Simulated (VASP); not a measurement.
Crystal: HfB2.

```
Hf B
1.0
     3.14000    0.00000    0.00000
    -1.57000    2.71932    0.00000
     0.00000    0.00000    3.48000
Hf B
1 2
Direct
  0.00000 0.00000 0.00000
  0.66667 0.33333 0.50000
  0.33333 0.66667 0.50000
```

```yaml
Program: VASP 6.6.1
Task: single point
Functional: PBEsol
Potentials_or_basis: VASP PAW PBE potentials, release 64 (Hf, B)
Cutoff: 900 eV
k_mesh: 18 × 18 × 14
Occupations: methfessel-paxton, width 0.1 eV
Spin: no spin polarisation
```

On this cell: pressure -4.1 GPa; largest force under 0.003 eV/Å; band gap on the k mesh none (metal or under the smearing width).

The same run follows on a disturbed copy (grid = ENCUT=900 k=18x18x14 ISMEAR=1 SIGMA=0.1 PREC=Accurate EDIFF=1e-08 LREAL=False ADDGRID=False LASPH=True; atoms moved at random, drawn with an rms of 0.1 Å):

```xyz
3
Lattice="3.1400 0.0000 0.0000 -1.5700 2.7193 0.0000 0.0000 0.0000 3.4800" Properties=species:S:1:pos:R:3 pbc="T T T"
Hf   -0.0521    0.0126   -0.0207
B     1.5719    0.9192    1.6954
B    -0.1247    1.8776    1.7636
```

Problem. What does the disturbed cell give?

Solution. The energy (extrapolated to zero smearing) moves by +43.5 meV/atom; pressure -2.5 GPa; largest force 1.760 eV/Å; band gap on the k mesh none (metal or under the smearing width).

Forces on the atoms (eV/Å):
```
Hf  -0.167  0.367  0.166
B   -1.393  0.296  0.306
B    1.560 -0.663 -0.472
```

Stress tensor (GPa, compression positive):
```
-0.53 -1.19 -0.38
-1.19 -2.39  0.25
-0.38  0.25 -4.46
```

Caveats: the PAW data sets were made with another functional, which shifts forces and pressure a little.
